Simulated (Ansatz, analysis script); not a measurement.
Entries from a set of simulations; values are calculated unless marked as measured.

Free-standing square Ru monolayer, spacing 2.904 Å: magnetic anisotropy by several levels. The cell holds 1 atom: 1 Ru. Cell: a = 2.904 Å, b = 2.904 Å, c = 14.000 Å, α = 90.0°, β = 90.0°, γ = 90.0°. An idealised lattice of chosen spacing, in vacuum. Vacuum lies along c. The calculation used PBE, PAW set soft_1; spinors with self-consistent spin–orbit coupling, one run a direction (and 3 further levels or steps) in Ansatz 0.2.0 and analysis script 1, with cutoff 420 eV, 32×32×1 k-mesh, Fermi-Dirac occupations, smearing width 0.1 eV, starting moments 2.28 μB in one of its runs. The easy direction among those tried, spin–orbit part is normal. The hardest less easiest direction, mesh 32x32x1 is 3.08 meV a cell of 1 atom and the orbital moment of Ru no. 1 along its axis, moments normal is 0.199 μB. The easy direction among those tried is normal, by 3.08 meV a cell against the hardest one tried, on the mesh 32x32x1. All levels agree on the spin–orbit part's easy direction. The size of the anisotropy is not settled between the levels. All of this holds for the ferromagnetic order, the only one run; whether the real compound orders so is not tested. The cell was taken as built, with atoms unrelaxed. In doubt: the program's search for lower states was switched off, so a lower magnetic state than those reached may exist.

[Hosts, paths, dates, database ids (printed as entryN), source tags and the programs' standing remarks are cut or masked in the printed files.]
